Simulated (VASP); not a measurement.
# PbS (Galena) (Fm-3m) in VASP: a series of runs, part 8 of 8

VASP 6.6.1. The steps go on from the part before.

## Step 107: Equation of state, PBEsol, 26.87 Å³/atom

File INCAR:

```
PREC     = Normal         # precision mode
ENCUT    = 500            # plane-wave cutoff, eV
EDIFF    = 1E-7           # SCF threshold, eV
ISMEAR   = 0              # smearing method
SIGMA    = 0.05           # smearing width, eV
LREAL    = F              # projectors in reciprocal space
LASPH    = T              # aspherical terms in the spheres
NELM     = 100            # most SCF steps
ALGO     = Normal         # electronic algorithm
ISIF     = 2              # what is computed and relaxed
LWAVE    = F              # write WAVECAR
LCHARG   = F              # write CHGCAR
GGA      = PS             # functional
ADDGRID  = F
```

File KPOINTS:

```
Automatic mesh
0
Gamma
  10 10 10
```

File POSCAR:

```
PbS
1.0
    0.0000000000      2.9951157712      2.9951157712
    2.9951157712      0.0000000000      2.9951157712
    2.9951157712      2.9951157712      0.0000000000
Pb S
1 1
Direct
    0.0000000000      0.0000000000      0.0000000000
    0.5000000000      0.5000000000      0.5000000000
```

On the command line:

```console
> cat potpaw_PBE.64/Pb_d/POTCAR potpaw_PBE.64/S/POTCAR > POTCAR
> mpirun -np 1 vasp_std > vasp.out
```

It took 6.7 s on 1 thread of Intel Xeon 6975P-C (Granite Rapids), shared host; peak memory 0.16 GiB.

These settings aren't checked as converged: the numbers below hold their error.

What came out:

```yaml
Free_energy: -9.4392 eV
Pressure: -2.4 GPa
Band_gap_on_the_k_mesh: 0.36 eV, direct
```

Caveat: the PAW data sets were made with another functional, which shifts forces and pressure a little; spin-orbit coupling is left out, which as a rule narrows the gap of such compounds by several tenths of an eV.

## Step 108: Equation of state, PBEsol, 25.30 Å³/atom

INCAR, as its differences from that of step 107:

```diff
@@ -1,2 +1,2 @@
-PREC     = Normal         # precision mode
+PREC     = Accurate       # precision mode
 ENCUT    = 500            # plane-wave cutoff, eV
@@ -5,3 +5,3 @@
 SIGMA    = 0.05           # smearing width, eV
-LREAL    = F              # projectors in reciprocal space
+LREAL    = Auto         
 LASPH    = T              # aspherical terms in the spheres
```

KPOINTS is that of step 107.

File POSCAR:

```
PbS
1.0
    0.0000000000      2.9357908810      2.9357908810
    2.9357908810      0.0000000000      2.9357908810
    2.9357908810      2.9357908810      0.0000000000
Pb S
1 1
Direct
    0.0000000000      0.0000000000      0.0000000000
    0.5000000000      0.5000000000      0.5000000000
```

Potentials or basis: VASP PAW PBE potentials, release 64 (Pb_d, S).

On the command line:

```console
> cat potpaw_PBE.64/Pb_d/POTCAR potpaw_PBE.64/S/POTCAR > POTCAR
> mpirun -np 1 vasp_std > vasp.out
```

It took 19 s on 1 thread of Intel Xeon 6975P-C (Granite Rapids), shared host; peak memory 0.17 GiB.

The run converged, but some of its settings lie outside the range that counts as converged, so its numbers aren't taken as properties of the crystal.

Results:

```yaml
Free_energy: -9.4548 eV
Pressure: 1.0 GPa
Band_gap_on_the_k_mesh: 0.14 eV, direct
```

Caveat: the PAW data sets were made with another functional, which shifts forces and pressure a little; spin-orbit coupling is left out, which as a rule narrows the gap of such compounds by several tenths of an eV.

## Step 109: Equation of state, PBEsol, 26.87 Å³/atom

INCAR is that of step 108.

KPOINTS is that of step 108.

File POSCAR:

```
PbS
1.0
    0.0000000000      2.9951157712      2.9951157712
    2.9951157712      0.0000000000      2.9951157712
    2.9951157712      2.9951157712      0.0000000000
Pb S
1 1
Direct
    0.0000000000      0.0000000000      0.0000000000
    0.5000000000      0.5000000000      0.5000000000
```

On the command line:

```console
> cat potpaw_PBE.64/Pb_d/POTCAR potpaw_PBE.64/S/POTCAR > POTCAR
> mpirun -np 1 vasp_std > vasp.out
```

Wall time 17 s (1 thread of Intel Xeon 6975P-C (Granite Rapids), shared host); peak memory 0.18 GiB.

The run converged, but some of its settings lie outside the range that counts as converged, so its numbers aren't taken as properties of the crystal.

Results:

| Quantity | Value |
| --- | --- |
| Free energy | -9.4408 eV |
| Pressure | -2.5 GPa |
| Band gap on the k mesh | 0.36 eV, direct |

Caveat: the PAW data sets were made with another functional, which shifts forces and pressure a little; spin-orbit coupling is left out, which as a rule narrows the gap of such compounds by several tenths of an eV.

## Step 110: Equation of state, PBEsol, 25.30 Å³/atom

INCAR, as its differences from that of step 109:

```diff
@@ -2,6 +2,6 @@
 ENCUT    = 500            # plane-wave cutoff, eV
-EDIFF    = 1E-7           # SCF threshold, eV
+EDIFF    = 1E-5           # SCF threshold, eV
 ISMEAR   = 0              # smearing method
 SIGMA    = 0.05           # smearing width, eV
-LREAL    = Auto         
+LREAL    = F              # projectors in reciprocal space
 LASPH    = T              # aspherical terms in the spheres
```

KPOINTS is that of step 109.

File POSCAR:

```
PbS
1.0
    0.0000000000      2.9357908810      2.9357908810
    2.9357908810      0.0000000000      2.9357908810
    2.9357908810      2.9357908810      0.0000000000
Pb S
1 1
Direct
    0.0000000000      0.0000000000      0.0000000000
    0.5000000000      0.5000000000      0.5000000000
```

On the command line:

```console
> cat potpaw_PBE.64/Pb_d/POTCAR potpaw_PBE.64/S/POTCAR > POTCAR
> mpirun -np 1 vasp_std > vasp.out
```

It took 11 s on 1 thread of Intel Xeon 6975P-C (Granite Rapids), shared host; peak memory 0.18 GiB.

The run converged, but some of its settings lie outside the range that counts as converged, so its numbers aren't taken as properties of the crystal.

Results:

```
Free energy            : -9.4540 eV
Pressure               : 1.0 GPa
Band gap on the k mesh : 0.14 eV, direct
```

Caveat: the PAW data sets were made with another functional, which shifts forces and pressure a little; spin-orbit coupling is left out, which as a rule narrows the gap of such compounds by several tenths of an eV.

## Step 111: Equation of state, PBEsol, 26.87 Å³/atom

INCAR is that of step 110.

KPOINTS is that of step 110.

File POSCAR:

```
PbS
1.0
    0.0000000000      2.9951157712      2.9951157712
    2.9951157712      0.0000000000      2.9951157712
    2.9951157712      2.9951157712      0.0000000000
Pb S
1 1
Direct
    0.0000000000      0.0000000000      0.0000000000
    0.5000000000      0.5000000000      0.5000000000
```

Potentials or basis: VASP PAW PBE potentials, release 64 (Pb_d, S).

On the command line:

```console
> cat potpaw_PBE.64/Pb_d/POTCAR potpaw_PBE.64/S/POTCAR > POTCAR
> mpirun -np 1 vasp_std > vasp.out
```

Wall time 8.8 s (1 thread of Intel Xeon 6975P-C (Granite Rapids), shared host); peak memory 0.19 GiB.

The run converged, but some of its settings lie outside the range that counts as converged, so its numbers aren't taken as properties of the crystal.

Results:

- Free energy: -9.4392 eV
- Pressure: -2.4 GPa
- Band gap on the k mesh: 0.36 eV, direct

Caveat: the PAW data sets were made with another functional, which shifts forces and pressure a little; spin-orbit coupling is left out, which as a rule narrows the gap of such compounds by several tenths of an eV.

## Step 112: G0W0 quasiparticle levels, LDA

File POSCAR:

```
PbS
1.0
    0.0000000000      2.9657500000      2.9657500000
    2.9657500000      0.0000000000      2.9657500000
    2.9657500000      2.9657500000      0.0000000000
Pb S
1 1
Direct
    0.0000000000      0.0000000000      0.0000000000
    0.5000000000      0.5000000000      0.5000000000
```

File INCAR.step1:

```
PREC     = Accurate       # precision mode
ENCUT    = 450            # plane-wave cutoff, eV
EDIFF    = 1E-8           # SCF threshold, eV
ISMEAR   = 0              # smearing method
SIGMA    = 0.01           # smearing width, eV
LREAL    = F              # projectors in reciprocal space
LASPH    = T              # aspherical terms in the spheres
NELM     = 60             # most SCF steps
ALGO     = Normal         # electronic algorithm
LWAVE    = T              # write WAVECAR
LCHARG   = F              # write CHGCAR
```

File INCAR.step2:

```
PREC     = Accurate       # precision mode
ENCUT    = 450            # plane-wave cutoff, eV
EDIFF    = 1E-8           # SCF threshold, eV
ISMEAR   = 0              # smearing method
SIGMA    = 0.01           # smearing width, eV
LREAL    = F              # projectors in reciprocal space
LASPH    = T              # aspherical terms in the spheres
NELM     = 1              # most SCF steps
ALGO     = Exact          # electronic algorithm
LWAVE    = T              # write WAVECAR
LCHARG   = F              # write CHGCAR
NBANDS   = 138            # bands
LOPTICS  = T              # frequency-dependent dielectric function
ISTART   = 1
```

File INCAR.step3:

```
PREC     = Accurate       # precision mode
ENCUT    = 450            # plane-wave cutoff, eV
EDIFF    = 1E-8           # SCF threshold, eV
ISMEAR   = 0              # smearing method
SIGMA    = 0.01           # smearing width, eV
LREAL    = F              # projectors in reciprocal space
LASPH    = T              # aspherical terms in the spheres
ALGO     = EVGW0          # electronic algorithm
LWAVE    = T              # write WAVECAR
LCHARG   = F              # write CHGCAR
NELMGW   = 1            
NBANDS   = 138            # bands
ENCUTGW  = 150            # cutoff of the response function
NOMEGA   = 48             # frequency points
PRECFOCK = Fast         
ISTART   = 1            
NBANDSGW = 19
```

File INCAR.step4:

```
PREC     = Accurate       # precision mode
ENCUT    = 450            # plane-wave cutoff, eV
EDIFF    = 1E-8           # SCF threshold, eV
ISMEAR   = 0              # smearing method
SIGMA    = 0.01           # smearing width, eV
LREAL    = F              # projectors in reciprocal space
LASPH    = T              # aspherical terms in the spheres
ALGO     = BSE            # electronic algorithm
LWAVE    = F              # write WAVECAR
LCHARG   = F              # write CHGCAR
NBANDS   = 138            # bands
ENCUTGW  = 150            # cutoff of the response function
NBANDSO  = 4            
NBANDSV  = 6            
ANTIRES  = 0            
OMEGAMAX = 20           
PRECFOCK = Fast         
ISTART   = 1            
NBSEEIG  = 10
```

File KPOINTS:

```
Automatic mesh
0
Gamma
  4 4 4
```

Potentials or basis: VASP PAW LDA potentials, release 64 (Pb_d_GW, S_GW).

On the command line:

```console
> cat potpaw_LDA.64/Pb_d_GW/POTCAR potpaw_LDA.64/S_GW/POTCAR > POTCAR
> cp INCAR.step1 INCAR
> mpirun -np 1 vasp_std > vasp.out
> cp INCAR.step2 INCAR
> mpirun -np 1 vasp_std > vasp.out
> cp INCAR.step3 INCAR
> mpirun -np 1 vasp_std > vasp.out
> cp INCAR.step4 INCAR
> mpirun -np 1 vasp_std > vasp.out
```

OUTCAR:

```text
PREC = Accurate
   ENCUT = 450
   EDIFF = 1E-8
   ISMEAR = 0
   LREAL = F
   LASPH = T
   ENCUTGW = 150
   PRECFOCK = Fast
   ISTART = 1

 ion  position               nearest neighbor table
   1  0.000  0.000  0.000-
   2  0.500  0.500  0.500-

  LATTYP: Found a face centered cubic cell.
 ALAT       =     5.9315000000

  Lattice vectors:

 A1 = (   0.0000000000,   2.9657500000,   2.9657500000)
 A2 = (   2.9657500000,   0.0000000000,   2.9657500000)
 A3 = (   2.9657500000,   2.9657500000,   0.0000000000)

Analysis of symmetry for initial positions (statically):
=====================================================================
 Subroutine PRICEL returns:
 Original cell was already a primitive cell.

 Routine SETGRP: Setting up the symmetry group for a
 face centered cubic supercell.

 Subroutine GETGRP returns: Found 48 space group operations
 (whereof 48 operations were pure point group operations)
 out of a pool of 48 trial point group operations.

The static configuration has the point symmetry O_h .

Analysis of symmetry for dynamics (positions and initial velocities):
=====================================================================
 Subroutine PRICEL returns:
 Original cell was already a primitive cell.

 Routine SETGRP: Setting up the symmetry group for a
 face centered cubic supercell.

 Subroutine GETGRP returns: Found 48 space group operations
 (whereof 48 operations were pure point group operations)
 out of a pool of 48 trial point group operations.

The dynamic configuration has the point symmetry O_h .

 Subroutine INISYM returns: Found 48 space group operations
 (whereof 48 operations are pure point group operations),
 and found     1 'primitive' translations

----------------------------------------------------------------------------------------

                                     Primitive cell

  volume of cell :      52.1715

  direct lattice vectors                    reciprocal lattice vectors
     0.000000000  2.965750000  2.965750000    -0.168591419  0.168591419  0.168591419
[... 44 lines left out ...]
  0.250000  0.000000  0.000000      8.000000
  0.500000  0.000000  0.000000      4.000000
  0.250000  0.250000  0.000000      6.000000
  0.500000  0.250000  0.000000     24.000000
 -0.250000  0.250000  0.000000     12.000000
  0.500000  0.500000  0.000000      3.000000
 -0.250000  0.500000  0.250000      6.000000
   k-points           NKPTS =      8   k-points in BZ     NKDIM =     64   number of bands    NBANDS=    138
   number of dos      NEDOS =    301   number of ions     NIONS =      2
   total plane-waves  NPLWV =  27000
   dimension x,y,z NGX =    30 NGY =   30 NGZ =   30
   dimension x,y,z NGXF=    60 NGYF=   60 NGZF=   60
   ions per type =               1   1
   NGX,Y,Z   is equivalent  to a cutoff of  11.89, 11.89, 11.89 a.u.
   NGXF,Y,Z  is equivalent  to a cutoff of  23.78, 23.78, 23.78 a.u.
 SYSTEM =  unknown system
   PREC   = accura    normal or accurate (medium, high low for compatibility)
   ISTART =      1    job   : 0-new  1-cont  2-samecut
   ICHARG =      0    charge: 1-file 2-atom 10-const
   ISPIN  =      1    spin polarized calculation?
   LNONCOLLINEAR =      F non collinear calculations
   LSORBIT =      F    spin-orbit coupling
   LASPH  =      T    aspherical Exc in radial PAW
   ENCUT  =  450.0 eV  33.07 Ry    5.75 a.u.   7.25  7.25  7.25*2*pi/ulx,y,z
   NELM   =     60;   NELMIN=  2; NELMDL=  0     # of ELM steps
   EDIFF  = 0.1E-07   stopping-criterion for ELM
   LREAL  =      F    real-space projection
   EDIFFG = 0.1E-06   stopping-criterion for IOM
   NSW    =      0    number of steps for IOM
   IBRION =     -1    ionic relax: 0-MD 1-quasi-New 2-CG
   NFREE  =      0    steps in history (QN), initial steepest desc. (CG)
   ISIF   =      0    stress and relaxation
   ISYM   =      3    0-nonsym 1-usesym 2-fastsym
   POTIM  = 0.5000    time-step for ionic-motion
   TEBEG  =    0.0;   TEEND  =   0.0 temperature during run
   PSTRESS=    0.0 pullay stress
   NELECT =      22.0000    total number of electrons
   NUPDOWN=      -1.0000    fix difference up-down
   EMIN   =  10.00;   EMAX   =-10.00  energy-range for DOS
   EFERMI =   0.00;   METHOD = LEGACY
   ISMEAR =     0;   SIGMA  =   0.01  broadening in eV -4-tet -1-fermi 0-gaus
   EFERMI_NEDOS =   21; number of points for ismear=-14 and -15
   IALGO  =     38    algorithm
   IMIX   =      4    mixing-type and parameters
     AMIX     =   0.40;   BMIX     =  1.00
     AMIX_MAG =   1.60;   BMIX_MAG =  1.00
  volume/ion in A,a.u.               =      26.09       176.04
  Fermi-wavevector in a.u.,A,eV,Ry     =   1.227640  2.319904 20.505355  1.507101
  Thomas-Fermi vector in A             =   2.362596
   LORBIT       =      0    0 simple, 1 ext, 2 COOP (PROOUT), +10 PAW based schemes
   GGA     = CA    functional components
   LHFCALC =     T    Hartree Fock is set to
   PRECFOCK=fast      Normal, Fast or Accurate (Low or Medium for compatibility)
   ENCUT4O =  -1.0   cutoff for four orbital integrals eV
   NKREDX  =     1    reduce k-point grid by
   NKREDY  =     1    reduce k-point grid by
   NKREDZ  =     1    reduce k-point grid by
   AEXX    =    1.0000 exact exchange contribution
   HFSCREEN=    0.0000 screening length (either q_TF or 0.3 A-1)
   HFSCREENC=   0.0000 screening length for correlation (either q_TF or 0.3 A-1)
   ENCUTFOCK=  -1.0 apply spherical cutoff to Coloumb kernel
   IVDW    =     0    specifies the selected vdW correction
   LEPSILON=     F    determine dielectric tensor
   LRPA    =     F    only Hartree local field effects (RPA)
   LRPAFORCE           =     F    calculate RPA forces
   ENCUTGW             = 150.0    cutoff for response function in eV
   ENCUTGWSOFT         = 120.0    soft cutoff for Coulomb kernel in GW response function in eV
   ENCUTLF             =  -1.0    cutoff for local field effects
   NELMGW              =     1    number of iterations in solving QP/BSE equation
   NELMHF              =     1    number of iterations in the inner HF iteration
   NKREDLFX            =     1    NKREDLFY  =   1   NKREDLFZ  =   1
 non-spin polarized calculation
 Gauss-broadening in eV      SIGMA  =   0.01
  energy-cutoff  :      450.00
  volume of cell :       52.17
 maximum number of plane-waves:      1158
 NGX is ok and might be reduce to    30
  NGX = 16; NGY = 16; NGZ = 16
   NGX = 15   NGY = 15   NGZ = 15
 maximum number of plane-waves:       229

 BSE (scaLAPACK) attempting allocation of   0.034 Gbyte  rank=   1456

=======================================================================
```

OUTCAR.step1:

```text
PREC = Accurate
   ENCUT = 450
   EDIFF = 1E-8
   ISMEAR = 0
   LREAL = F
   LASPH = T
[... 345 lines left out ...]
 -----------------------------------------------------------------------------------
      0.00000      0.00000      0.00000        -0.000000     -0.000000     -0.000000
      2.96575      2.96575      2.96575         0.000000      0.000000      0.000000
 -----------------------------------------------------------------------------------
    total drift:                               -0.000000      0.000000      0.000000

  FREE ENERGIE OF THE ION-ELECTRON SYSTEM (eV)
  ---------------------------------------------------
  free  energy   TOTEN  =        -9.9696801991 eV

  energy  without entropy=       -9.9696801991  energy(sigma->0) =       -9.96968020
```

OUTCAR.step2:

```text
PREC = Accurate
   ENCUT = 450
   EDIFF = 1E-8
   ISMEAR = 0
   LREAL = F
[... 745 lines left out ...]
     0.00000   -54.60628   -54.60628   -54.60628     0.00000     0.00000    -0.00000
     2.83072    24.45696    24.45696    24.45696     0.00000     0.00000    -0.00000
     5.66143    -2.74445    -2.74445    -2.74445    -0.00000    -0.00000     0.00000
     8.49215    -0.23045    -0.23045    -0.23045    -0.00000    -0.00000     0.00000
    11.32287    -0.88482    -0.88482    -0.88482    -0.00000    -0.00000     0.00000
    14.15359    -0.39829    -0.39829    -0.39829    -0.00000    -0.00000     0.00000
[... 92 lines left out ...]
   277.41029     0.99076     0.99076     0.99076    -0.00000    -0.00000     0.00000
   280.24100     0.99095     0.99095     0.99095    -0.00000    -0.00000     0.00000
```

It took 4.2 min on 1 thread of AMD EPYC 9R45 (Zen 5), shared host; peak memory 0.43 GiB.

Results:

```
Band gap on the k mesh, mean-field level : 0.20 eV, direct
Quasiparticle gap                        : 1.25 eV
Least direct quasiparticle gap           : 1.25 eV
```

Dielectric function (mean over the directions given):
```csv
energy (eV),real part,imaginary part
0.32,87.52,4.68
1.20,-117.53,94.78
1.84,-3.88,6.64
2.56,49.18,63.48
3.20,-15.16,8.44
3.84,-3.42,64.53
4.56,-17.48,8.95
5.21,-14.26,4.13
5.85,-4.03,2.28
6.57,-4.32,4.80
7.21,-3.99,1.02
7.85,-0.74,1.37
8.57,-3.01,1.66
9.21,-0.44,2.03
9.85,-2.13,2.28
10.57,-1.76,1.09
11.21,-1.62,2.23
11.85,-2.44,2.17
12.57,-1.17,0.61
13.21,-0.81,0.77
13.85,-0.75,1.56
14.57,-1.46,1.73
15.22,-1.24,0.91
15.86,-1.02,0.61
16.58,-1.11,0.20
17.22,-0.57,0.07
17.86,-0.43,0.05
18.58,-0.27,0.03
19.22,-0.13,0.03
19.94,-0.06,0.02
```

Lowest excitation energies (eV) and strengths:
| energy | strength |
| --- | --- |
| 1.038 | 0.0001 |
| 1.041 | 312 |
| 1.041 | 312 |
| 1.041 | 312 |
| 2.619 | 67.7 |
| 2.619 | 67.7 |
| 2.619 | 67.7 |
| 2.637 | 0 |
| 2.637 | 0 |
| 2.637 | 0 |

Caveat: the k mesh is coarse (spacing up to 0.46 Å⁻¹), so the values aren't converged; bands, screening cutoff and mesh are small and nothing is extrapolated, so the quasiparticle values aren't converged; spectra need much finer meshes, so this one isn't converged; spin-orbit coupling is left out, which as a rule narrows the gap of such compounds by several tenths of an eV.
